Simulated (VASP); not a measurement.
A run of VASP 6.6.1 is set up as follows.

INCAR

```
SYSTEM = GeS
ALGO     = Normal         ! electronic algorithm
EDIFF    = 1E-7           ! SCF threshold, eV
EDIFFG   = -0.01          ! ionic threshold
ENCUT    = 600            ! plane-wave cutoff, eV
IBRION   = 2              ! ionic algorithm
ISIF     = 4              ! what is computed and relaxed
ISMEAR   = 0              ! smearing method
KPAR     = 2            
LASPH    = .True.         ! aspherical terms in the spheres
LCHARG   = .False.        ! write CHGCAR
LREAL    = .False.        ! projectors in reciprocal space
LWAVE    = .False.        ! write WAVECAR
NELM     = 80             ! most SCF steps
NSW      = 40             ! ionic steps
PREC     = Accurate       ! precision mode
SIGMA    = 0.03           ! smearing width, eV
```

File KPOINTS:

```
k-points
0
Gamma
  4 8 6
  0 0 0
```

Contents of POSCAR:

```
GeS                                     
1.0
   10.1159238675      0.0000000000      0.0000000000
    0.0000000000      3.6171204623      0.0000000000
    0.0000000000      0.0000000000      4.0643941848
  Ge              S             
     4     4
Direct
     0.1183034955716774    0.2500000000000000    0.1193033937112272
     0.3816965044283226    0.7500000000000000    0.6193033937112271
     0.6183034955716775    0.2500000000000000    0.3806966062887728
     0.8816965044283225    0.7500000000000000    0.8806966062887729
     0.8530662885565239    0.2500000000000000    0.4927784193500989
     0.6469337114434761    0.7500000000000000    0.9927784193500988
     0.3530662885565238    0.2500000000000000    0.0072215806499011
     0.1469337114434761    0.7500000000000000    0.5072215806499012
```

Potentials or basis: VASP PAW LDA potentials, release 64 (Ge_d, S).

Run with:

```console
$ cat potpaw_LDA.64/Ge_d/POTCAR potpaw_LDA.64/S/POTCAR > POTCAR
$ mpirun -np 2 vasp_std > vasp.out
```

**Question.** What does it give for the band gap on the k mesh?

**Answer.** 0.62 eV, indirect (least direct gap 1.00 eV).

**Question.** Estimate the energy gained by relaxing.

**Answer.** 0.7 meV/atom.

Forces in eV/Å, atoms in the order of the input:
```
Ge   0.002  0.000 -0.004
Ge  -0.002  0.000 -0.004
Ge   0.002  0.000  0.004
Ge  -0.002  0.000  0.004
S   -0.001  0.000  0.000
S    0.001  0.000  0.000
S   -0.001  0.000  0.000
S    0.001  0.000  0.000
```

A k mesh can miss the band edges.
